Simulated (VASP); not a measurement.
# AlN (F-43m) in VASP: band structure with PBE

Aim: the band structure of AlN with PBE.

Everything below comes from runs of VASP 6.6.1. Logs are shortened: lines on timing, memory, paths and dates and some standing lists are left out, and cuts for length are marked.

## (1) The crystal as given

Symmetry: F-43m, No. 216, cubic system. Conventional cell: a = 4.401 Å, b = 4.401 Å, c = 4.401 Å, α = 90.00°, β = 90.00°, γ = 90.00°. Al (site symmetry -43m) is surrounded by 4 N at 1.91 Å. N (site symmetry -43m) has 4 Al at 1.91 Å as nearest neighbours.

Measurements of this composition are mostly on another form, of space group No. 186.

## (2) Band structure, PBE

INCAR reads:

```
SYSTEM = AlN
  PREC = Accurate
  ENCUT = 520
  EDIFF = 1E-7
  ISMEAR = 0
  SIGMA = 0.02
  LREAL = .FALSE.
  LASPH = .TRUE.
  NELM = 100
  ALGO = Fast
  ISIF = 2
  LWAVE = .FALSE.
  LCHARG = .FALSE.
  GGA = PE
  AMIX = 0.2
```

KPOINTS reads:

```
regular mesh
0
G
  12 12 12
  0 0 0
```

POSCAR reads:

```
AlN                                     
1.0
    0.0000000000      2.2005750949      2.2005750949
    2.2005750949      0.0000000000      2.2005750949
    2.2005750949      2.2005750949      0.0000000000
  Al              N             
     1     1
Direct
     0.0000000000000000    0.0000000000000000    0.0000000000000000
     0.7500000000000000    0.7500000000000000    0.7500000000000000
```

KPOINTS_OPT reads:

```
path GXWKGLUWLK,UX
15
line-mode
reciprocal
 0.0000000000  0.0000000000  0.0000000000  G
 0.5000000000  0.0000000000  0.5000000000  X

 0.5000000000  0.0000000000  0.5000000000  X
 0.5000000000  0.2500000000  0.7500000000  W

 0.5000000000  0.2500000000  0.7500000000  W
 0.3750000000  0.3750000000  0.7500000000  K

 0.3750000000  0.3750000000  0.7500000000  K
 0.0000000000  0.0000000000  0.0000000000  G

 0.0000000000  0.0000000000  0.0000000000  G
 0.5000000000  0.5000000000  0.5000000000  L

 0.5000000000  0.5000000000  0.5000000000  L
 0.6250000000  0.2500000000  0.6250000000  U

 0.6250000000  0.2500000000  0.6250000000  U
 0.5000000000  0.2500000000  0.7500000000  W

 0.5000000000  0.2500000000  0.7500000000  W
 0.5000000000  0.5000000000  0.5000000000  L

 0.5000000000  0.5000000000  0.5000000000  L
 0.3750000000  0.3750000000  0.7500000000  K

 0.6250000000  0.2500000000  0.6250000000  U
 0.5000000000  0.0000000000  0.5000000000  X
```

Potentials or basis: VASP PAW PBE potentials, release 64 (Al, N).

Launch:

```sh
$ cat potpaw_PBE.64/Al/POTCAR potpaw_PBE.64/N/POTCAR > POTCAR
$ mpirun -np 1 vasp_std > vasp.out
```

OUTCAR:

```text
SYSTEM = AlN
   PREC = Accurate
   ENCUT = 520
   EDIFF = 1E-7
   ISMEAR = 0
   LREAL = .FALSE.
   LASPH = .TRUE.
   NELM = 100
   ISIF = 2
   GGA = PE
   AMIX = 0.2

 ion  position               nearest neighbor table
   1  0.000  0.000  0.000-   2 1.91   2 1.91   2 1.91   2 1.91
   2  0.750  0.750  0.750-   1 1.91   1 1.91   1 1.91   1 1.91

  LATTYP: Found a face centered cubic cell.
 ALAT       =     4.4011501898

  Lattice vectors:

 A1 = (   0.0000000000,   2.2005750949,   2.2005750949)
 A2 = (   2.2005750949,   0.0000000000,   2.2005750949)
 A3 = (   2.2005750949,   2.2005750949,   0.0000000000)

Analysis of symmetry for initial positions (statically):
=====================================================================
 Subroutine PRICEL returns:
 Original cell was already a primitive cell.

 Routine SETGRP: Setting up the symmetry group for a
 face centered cubic supercell.

 Subroutine GETGRP returns: Found 24 space group operations
 (whereof 24 operations were pure point group operations)
 out of a pool of 48 trial point group operations.

The static configuration has the point symmetry T_d .

Analysis of symmetry for dynamics (positions and initial velocities):
=====================================================================
 Subroutine PRICEL returns:
 Original cell was already a primitive cell.

 Routine SETGRP: Setting up the symmetry group for a
 face centered cubic supercell.

 Subroutine GETGRP returns: Found 24 space group operations
 (whereof 24 operations were pure point group operations)
 out of a pool of 48 trial point group operations.

The dynamic configuration has the point symmetry T_d .

 Subroutine INISYM returns: Found 24 space group operations
 (whereof 24 operations are pure point group operations),
 and found     1 'primitive' translations

----------------------------------------------------------------------------------------

                                     Primitive cell

  volume of cell :      21.3127

  direct lattice vectors                    reciprocal lattice vectors
     0.000000000  2.200575095  2.200575095    -0.227213332  0.227213332  0.227213332
     2.200575095  0.000000000  2.200575095     0.227213332 -0.227213332  0.227213332
     2.200575095  2.200575095  0.000000000     0.227213332  0.227213332 -0.227213332

  length of vectors
     3.112083144  3.112083144  3.112083144     0.393545035  0.393545035  0.393545035

  position of ions in fractional coordinates (direct lattice)
     0.000000000  0.000000000  0.000000000
     0.750000000  0.750000000  0.750000000

  ion indices of the primitive-cell ions
   primitive index   ion index
                 1           1
                 2           2

----------------------------------------------------------------------------------------

 KPOINTS: regular mesh

Automatic generation of k-mesh.
 Grid dimensions read from file:
 generate k-points for:   12   12   12

 Generating k-lattice:

  Cartesian coordinates                     Fractional coordinates (reciprocal lattice)
    -0.018934444  0.018934444  0.018934444     0.083333333  0.000000000  0.000000000
     0.018934444 -0.018934444  0.018934444     0.000000000  0.083333333  0.000000000
     0.018934444  0.018934444 -0.018934444     0.000000000  0.000000000  0.083333333

  Length of vectors
     0.032795420  0.032795420  0.032795420

  Shift w.r.t. Gamma in fractional coordinates (k-lattice)
     0.000000000  0.000000000  0.000000000

 Subroutine IBZKPT returns following result:
 ===========================================

 Found     72 irreducible k-points:

 Following reciprocal coordinates:
            Coordinates               Weight
  0.000000  0.000000  0.000000      1.000000
  0.083333  0.000000  0.000000      8.000000
  0.166667  0.000000  0.000000      8.000000
  0.250000  0.000000  0.000000      8.000000
  0.333333  0.000000  0.000000      8.000000
  0.416667  0.000000  0.000000      8.000000
[... 16 lines left out ...]
  0.500000  0.166667  0.000000     24.000000
 -0.416667  0.166667  0.000000     24.000000
 [... further k-points ...]
   k-points           NKPTS =     72   k-points in BZ     NKDIM =     72   number of bands    NBANDS=      8
   number of dos      NEDOS =    301   number of ions     NIONS =      2
   total plane-waves  NPLWV =  13824
   dimension x,y,z NGX =    24 NGY =   24 NGZ =   24
   dimension x,y,z NGXF=    48 NGYF=   48 NGZF=   48
   ions per type =               1   1
   NGX,Y,Z   is equivalent  to a cutoff of  12.82, 12.82, 12.82 a.u.
   NGXF,Y,Z  is equivalent  to a cutoff of  25.64, 25.64, 25.64 a.u.
 SYSTEM =  AlN
   PREC   = accura    normal or accurate (medium, high low for compatibility)
   ISTART =      0    job   : 0-new  1-cont  2-samecut
   ICHARG =      2    charge: 1-file 2-atom 10-const
   ISPIN  =      1    spin polarized calculation?
   LNONCOLLINEAR =      F non collinear calculations
   LSORBIT =      F    spin-orbit coupling
   LASPH  =      T    aspherical Exc in radial PAW
   ENCUT  =  520.0 eV  38.22 Ry    6.18 a.u.   5.79  5.79  5.79*2*pi/ulx,y,z
   NELM   =    100;   NELMIN=  2; NELMDL= -5     # of ELM steps
   EDIFF  = 0.1E-06   stopping-criterion for ELM
   LREAL  =      F    real-space projection
   EDIFFG = 0.1E-05   stopping-criterion for IOM
   NSW    =      0    number of steps for IOM
   IBRION =     -1    ionic relax: 0-MD 1-quasi-New 2-CG
   NFREE  =      0    steps in history (QN), initial steepest desc. (CG)
   ISIF   =      2    stress and relaxation
   ISYM   =      2    0-nonsym 1-usesym 2-fastsym
   POTIM  = 0.5000    time-step for ionic-motion
   TEBEG  =    0.0;   TEEND  =   0.0 temperature during run
   PSTRESS=    0.0 pullay stress
   NELECT =       8.0000    total number of electrons
   NUPDOWN=      -1.0000    fix difference up-down
   EMIN   =  10.00;   EMAX   =-10.00  energy-range for DOS
   EFERMI =   0.00;   METHOD = LEGACY
   ISMEAR =     0;   SIGMA  =   0.02  broadening in eV -4-tet -1-fermi 0-gaus
   EFERMI_NEDOS =   21; number of points for ismear=-14 and -15
   IALGO  =     68    algorithm
   IMIX   =      4    mixing-type and parameters
     AMIX     =   0.20;   BMIX     =  1.00
     AMIX_MAG =   0.80;   BMIX_MAG =  1.00
  volume/ion in A,a.u.               =      10.66        71.91
  Fermi-wavevector in a.u.,A,eV,Ry     =   1.180933  2.231640 18.974726  1.394603
  Thomas-Fermi vector in A             =   2.317216
   LORBIT       =      0    0 simple, 1 ext, 2 COOP (PROOUT), +10 PAW based schemes
   GGA     = PE    functional components
   LHFCALC =     F    Hartree Fock is set to
   AEXX    =    0.0000 exact exchange contribution
   IVDW    =     0    specifies the selected vdW correction
   LEPSILON=     F    determine dielectric tensor
   LRPA    =     F    only Hartree local field effects (RPA)
 non-spin polarized calculation
 RMM-DIIS sequential band-by-band and
 Gauss-broadening in eV      SIGMA  =   0.02
  energy-cutoff  :      520.00
  volume of cell :       21.31
 maximum number of plane-waves:       588
   NGX = 11   NGY = 11   NGZ = 11

 number of electron       8.0000001 magnetization

 Free energy of the ion-electron system (eV)
  ---------------------------------------------------
  ext. energy  EPLUGINS =         0.00000000
  ---------------------------------------------------
  free energy    TOTEN  =       -14.84743919 eV

  energy without entropy =      -14.84743919  energy(sigma->0) =      -14.84743919

 E-fermi :   5.8642     XC(G=0): -10.8351

 val. band max:        5.7575109005   @ k =   0.0000   0.0000   0.0000
 cond. band min:       9.0635489751   @ k =   0.5000   0.5000   0.0000
 fundamental gap:      3.3060380747
 Fermi energy:         5.8641785363

 k-point     1 :       0.0000    0.0000    0.0000
  band No.  band energies     occupation
      1      -9.0926      2.00000
      2       5.7575      2.00000
      3       5.7575      2.00000
      4       5.7575      2.00000
      5       9.7541      0.00000
      6      18.0950      0.00000
      7      18.0950      0.00000
      8      18.0950      0.00000

 k-point     2 :       0.0833    0.0000    0.0000
  band No.  band energies     occupation
      1      -8.9935      2.00000
      2       5.1673      2.00000
      3       5.7213      2.00000
      4       5.7213      2.00000
      5      10.2447      0.00000
      6      17.8168      0.00000
      7      18.1941      0.00000
      8      18.1941      0.00000

 k-point     3 :       0.1667    0.0000    0.0000
  band No.  band energies     occupation
      1      -8.7062      2.00000
      2       3.9159      2.00000
      3       5.6259      2.00000
      4       5.6259      2.00000
      5      11.1824      0.00000
      6      17.1888      0.00000
      7      18.2659      0.00000
      8      18.2659      0.00000

 k-point     4 :       0.2500    0.0000    0.0000
  band No.  band energies     occupation
      1      -8.2665      2.00000
      2       2.5317      2.00000
      3       5.5032      2.00000
      4       5.5032      2.00000
      5      12.0202      0.00000
      6      16.5230      0.00000
      7      17.8984      0.00000
      8      17.8984      0.00000

 k-point     5 :       0.3333    0.0000    0.0000
  band No.  band energies     occupation
      1      -7.7506      2.00000
      2       1.2699      2.00000
      3       5.3883      2.00000
      4       5.3883      2.00000
      5      12.5705      0.00000
      6      15.9734      0.00000
      7      17.3299      0.00000
      8      17.3299      0.00000
[... 177 lines left out ...]
 k-point    22 :       0.4167    0.1667    0.0000
  band No.  band energies     occupation
      1      -7.3354      2.00000
      2       1.1662      2.00000
      3       4.5045      2.00000
      4       4.8584      2.00000
      5      12.5126      0.00000
      6      15.2485      0.00000
      7      17.1986      0.00000
      8      18.2844      0.00000

 k-point    23 :       0.5000    0.1667    0.0000
  band No.  band energies     occupation
      1      -6.9904      2.00000
      2       0.5436      2.00000
      3       4.2026      2.00000
      4       4.9097      2.00000
      5      12.8299      0.00000
      6      14.7411      0.00000
      7      17.6337      0.00000
      8      17.8654      0.00000

 k-point    24 :      -0.4167    0.1667    0.0000
  band No.  band energies     occupation
      1      -6.9373      2.00000
      2       0.4561      2.00000
      3       4.0002      2.00000
      4       5.0496      2.00000
      5      13.2917      0.00000
      6      14.3767      0.00000
      7      17.6317      0.00000
      8      17.7194      0.00000

 [... further k-points ...]

------------------------ aborting loop because EDIFF is reached ----------------------------------------

  FORCE on cell =-STRESS in cart. coord.  units (eV):
  Direction    XX          YY          ZZ          XY          YZ          ZX
  --------------------------------------------------------------------------------------
  -------------------------------------------------------------------------------------
  Total        0.0005853      0.0005853      0.0005853      0.0000000     -0.0000000      0.0000000
  in kB        0.0440022      0.0440022      0.0440022      0.0000000     -0.0000000      0.0000000
  external PRESSURE =       0.0440022 kB  Pullay stress =       0.0000000 kB

 VOLUME and BASIS-vectors are now :
 -----------------------------------------------------------------------------
  energy-cutoff  :      520.00
  volume of cell :       21.31
      direct lattice vectors                 reciprocal lattice vectors
     0.000000000  2.200575095  2.200575095    -0.227213332  0.227213332  0.227213332
     2.200575095  0.000000000  2.200575095     0.227213332 -0.227213332  0.227213332
     2.200575095  2.200575095  0.000000000     0.227213332  0.227213332 -0.227213332

 POSITION                                       TOTAL-FORCE (eV/Angst)
 -----------------------------------------------------------------------------------
      0.00000      0.00000      0.00000        -0.000000     -0.000000     -0.000000
      3.30086      3.30086      3.30086         0.000000      0.000000      0.000000
 -----------------------------------------------------------------------------------
    total drift:                               -0.000000     -0.000000     -0.000000

  FREE ENERGIE OF THE ION-ELECTRON SYSTEM (eV)
  ---------------------------------------------------
  free  energy   TOTEN  =       -14.8474391908 eV

  energy  without entropy=      -14.8474391908  energy(sigma->0) =      -14.84743919
```

Run time: 11 s. Hardware: 1 thread of Intel Xeon Platinum 8488C (Sapphire Rapids), shared host; peak memory 0.14 GiB.

Results:

```yaml
Free_energy: -14.8474 eV
Pressure: 0.0 GPa
Band_gap_on_the_k_mesh: 3.31 eV, indirect (least direct gap 4.00 eV)
Band_gap_along_the_path: 3.31 eV, indirect (least direct gap 4.00 eV)
```

Levels at the corners of the path, in eV from the valence-band top:
```csv
point,band 1,band 2,band 3,band 4,band 5,band 6,band 7,band 8
Γ,-14.85,0.00,0.00,0.00,4.00,12.34,12.34,12.34
X,-12.25,-4.83,-1.75,-1.75,3.31,8.48,13.65,15.45
X,-12.25,-4.83,-1.75,-1.75,3.31,8.48,13.65,15.45
W,-12.20,-3.76,-3.36,-2.65,5.99,11.30,11.76,11.85
W,-12.20,-3.76,-3.36,-2.65,5.99,11.30,11.76,11.85
K,-12.27,-4.20,-3.56,-1.35,5.12,9.94,12.79,13.96
K,-12.27,-4.20,-3.56,-1.35,5.12,9.94,12.79,13.96
Γ,-14.85,0.00,0.00,0.00,4.00,12.34,12.34,12.34
Γ,-14.85,0.00,0.00,0.00,4.00,12.34,12.34,12.34
L,-12.87,-5.76,-0.48,-0.48,7.17,9.71,11.00,11.00
L,-12.87,-5.76,-0.48,-0.48,7.17,9.71,11.00,11.00
U,-12.27,-4.20,-3.56,-1.35,5.12,9.94,12.79,13.96
U,-12.27,-4.20,-3.56,-1.35,5.12,9.94,12.79,13.96
W,-12.20,-3.76,-3.36,-2.65,5.99,11.30,11.76,11.85
W,-12.20,-3.76,-3.36,-2.65,5.99,11.30,11.76,11.85
L,-12.87,-5.76,-0.48,-0.48,7.17,9.71,11.00,11.00
L,-12.87,-5.76,-0.48,-0.48,7.17,9.71,11.00,11.00
K,-12.27,-4.20,-3.56,-1.35,5.12,9.94,12.79,13.96
U,-12.27,-4.20,-3.56,-1.35,5.12,9.94,12.79,13.96
X,-12.25,-4.83,-1.75,-1.75,3.31,8.48,13.65,15.45
```
